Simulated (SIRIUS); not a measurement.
Set up this calculation in SIRIUS 7.10.0, as the native input.

```yaml
Task: single point
Functional: PBE
Potentials_or_basis: PseudoDojo 0.4.1 PBE standard (scalar relativistic)
Cutoff: 1127 eV
Density_cutoff: 4507 eV
k_mesh: 10 × 10 × 10
Occupations: fermi-dirac, width 0.05 eV
Spin: no spin polarisation
Hubbard_terms: Zr d U = 4 eV
Libxc_names: "[\"XC_GGA_X_PBE\", \"XC_GGA_C_PBE\"]"
Energy_tol: 1e-08 Ha
Density_tol: 1e-06
Mixer: anderson
Mixing_beta: 0.7
Max_scf: 100
Radial_cutoff_for_the_potentials'_integrals: 6.5 bohr
Form_of_the_Hubbard_term: simplified (Dudarev)
Hubbard_projectors: orthogonalised atomic orbitals
Start_of_the_occupations: the program's own
```

Crystal: ZrC.

```
Zr C
1.0
     0.00000    2.36500    2.36500
     2.36500    0.00000    2.36500
     2.36500    2.36500    0.00000
Zr C
1 1
Direct
  0.50000 0.50000 0.50000
  0.00000 0.00000 0.00000
```

These files were run (other wordings do the same):

sirius.json

```json
{
  "control": {
    "processing_unit": "cpu",
    "verbosity": 2,
    "num_bands_to_print": 15,
    "print_forces": true,
    "print_stress": true
  },
  "parameters": {
    "electronic_structure_method": "pseudopotential",
    "xc_functionals": ["XC_GGA_X_PBE", "XC_GGA_C_PBE"],
    "gk_cutoff": 9.1,
    "pw_cutoff": 18.2,
    "ngridk": [10, 10, 10],
    "shiftk": [0, 0, 0],
    "smearing": "fermi_dirac",
    "smearing_width": 0.0018374661,
    "num_bands": 15,
    "num_mag_dims": 0,
    "num_dft_iter": 100,
    "energy_tol": 1e-08,
    "density_tol": 1e-06,
    "hubbard_correction": true
  },
  "iterative_solver": {
    "type": "davidson",
    "min_tolerance": 1e-09,
    "tolerance_scale": [0.1, 0.25]
  },
  "mixer": {
    "type": "anderson",
    "beta": 0.7,
    "max_history": 8
  },
  "settings": {
    "tol_ne": 1e-10,
    "pseudo_grid_cutoff": 6.5
  },
  "unit_cell": {
    "lattice_vectors": [
      [0.0, 4.46920228474, 4.46920228474],
      [4.46920228474, 0.0, 4.46920228474],
      [4.46920228474, 4.46920228474, 0.0]
    ],
    "atom_coordinate_units": "lattice",
    "atom_types": ["Zr", "C"],
    "atom_files": {
      "Zr": "Zr.json",
      "C": "C.json"
    },
    "atoms": {
      "Zr": [
        [0.5, 0.5, 0.5]
      ],
      "C": [
        [0.0, 0.0, 0.0]
      ]
    }
  },
  "hubbard": {
    "simplified": true,
    "hubbard_subspace_method": "full_orthogonalization",
    "local": [
      {
        "atom_type": "Zr",
        "n": 4,
        "l": 2,
        "U": 0.14699729,
        "J": 0.0,
        "total_initial_occupancy": 2
      }
    ]
  }
}
```

Potentials or basis: PseudoDojo 0.4.1 PBE standard (scalar relativistic).

Run with:

```sh
$ upf_to_json Zr.upf
$ upf_to_json C.upf
$ # the labels of the atomic orbitals (3D, 4S, ...) are then added to the .json files where the converter dropped them
$ OMP_NUM_THREADS=1 sirius.scf --input=sirius.json --output=out.json --task=0
```

Results of the run:

The pressure is 3.0 GPa and the band gap on the k mesh is none (metal or under the smearing width).

Caveat: U without spin polarisation on a metal has little footing; the U is typed as a test and isn't derived for this compound.

Wall time 50 s on 1 thread of Arm Neoverse V2 (shared host), peak memory 0.43 GiB.
